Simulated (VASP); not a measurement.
Input of a VASP 6.6.1 run:

File INCAR:

```
SYSTEM = GaN
PREC = Accurate
ENCUT = 600
EDIFF = 1E-6
ISMEAR = 0
SIGMA = 0.03
LREAL = .False.
LASPH = .True.
NELM = 80
ALGO = Normal
ISIF = 3
LWAVE = .False.
LCHARG = .False.
GGA = PS
IBRION = 2
NSW = 90
EDIFFG = -0.01
```

The input KPOINTS:

```
regular mesh
0
Gamma
  12 12 5
  0 0 0
```

Contents of POSCAR:

```
GaN
1.0
    3.1800000000      0.0000000000      0.0000000000
   -1.5900000000      2.7539607800      0.0000000000
    0.0000000000      0.0000000000      5.1660000000
Ga N
2 2
Direct
    0.3333333300      0.6666666700      0.0000000000
    0.6666666700      0.3333333300      0.5000000000
    0.3333333300      0.6666666700      0.3750000000
    0.6666666700      0.3333333300      0.8750000000
```

Potentials or basis: VASP PAW PBE potentials, release 64 (Ga_d, N).

The run is started by

```bash
$ cat potpaw_PBE.64/Ga_d/POTCAR potpaw_PBE.64/N/POTCAR > POTCAR
$ mpirun -np 1 vasp_std > vasp.out
```

(1) What does it give for the space group after relaxing (to 0.05 Å)?

(2) What does it give for the band gap on the k mesh?

## Answers

(1) P6_3mc (No. 186).

(2) 1.91 eV, direct.
